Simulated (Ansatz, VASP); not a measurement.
MoS2: VASP beside Ansatz

File INCAR:

```
SYSTEM = MoS2
ALGO = Normal ; EDIFF = 1E-6
ENCUT = 520 ; ISIF = 2
ISMEAR = 0 ; LASPH = .TRUE.
LCHARG = .TRUE. ; LELF = .TRUE.
LREAL = .FALSE. ; LVHAR = .TRUE.
LWAVE = .FALSE. ; NBANDS = 20
NELM = 60 ; PREC = Accurate
SIGMA = 0.01
```

File KPOINTS:

```
k-points
0
G
  12 12 4
  0 0 0
```

File POSCAR:

```
MoS2
1.0
    3.1709601090      0.0000000000      0.0000000000
   -1.5854800545      2.7461320088      0.0000000000
    0.0000000000      0.0000000000      6.8100356761
Mo S
1 2
Direct
    0.0000000000      0.0000000000      0.0000000000
    0.3333333333      0.6666666667      0.2285274094
    0.3333333333      0.6666666667      0.7714725906
```

Input for Ansatz:

```yaml
crystal:
  lattice:
    - [3.170960109, 0.0, 0.0]
    - [-1.5854800545, 2.7461320088, 0.0]
    - [0.0, 0.0, 6.8100356761]
  atoms:
    - { symbol: Mo, position: [0.0, 0.0, 0.0] }
    - { symbol: S, position: [0.3333333333, 0.6666666667, 0.2285274094] }
    - { symbol: S, position: [0.3333333333, 0.6666666667, 0.7714725906] }
kpoints:
  mp_grid: { grid: [12, 12, 4] }
  band_path:
    path:
      - [0.0, 0.0, 0.0]
      - [0.5, 0.0, 0.0]
      - [0.3333333333, 0.3333333333, 0.0]
      - [0.0, 0.0, 0.5]
      - [0.5, 0.0, 0.5]
      - [0.3333333333, 0.3333333333, 0.5]
    npoints: 1
hamiltonian:
  xc: lda
scf:
  occupations: { method: fixed }
  n_extra_bands: 4
output:
  forces: true
  stress: true
  eigenvalues: true
```

Alike in both runs: task single point; functional LDA; k mesh 12 × 12 × 4; no spin polarisation.

```csv
,VASP,Ansatz
version,VASP 6.6.1,Ansatz 0.2.0
potentials or method,"VASP PAW LDA potentials, release 64 (Mo_sv, S)","plane waves, PAW"
plane-wave cutoff (eV),520,420
occupations,"gaussian, width 0.01 eV",fixed
valence electrons in the cell,26,26
```

VASP gave:

| Quantity | Value |
| --- | --- |
| gap on the k mesh at the Fermi level (eV) | 1.24 |
| pressure (GPa) | -4.4 |
| largest component of the traceless stress (GPa) | 1.10 |
| rms of the force components (eV/Å) | 0.172 |

Problem. Which values does Ansatz return?

Solution. gap on the k mesh at the Fermi level (eV): 1.23; pressure (GPa): -4.6; largest component of the traceless stress (GPa): 1.14; rms of the force components (eV/Å): 0.180.

Atom by atom the forces differ by 0.008 eV/Å (rms over components).

A k mesh can miss the band edges. A hybrid or GW would open this gap; LDA tends to underestimate it.
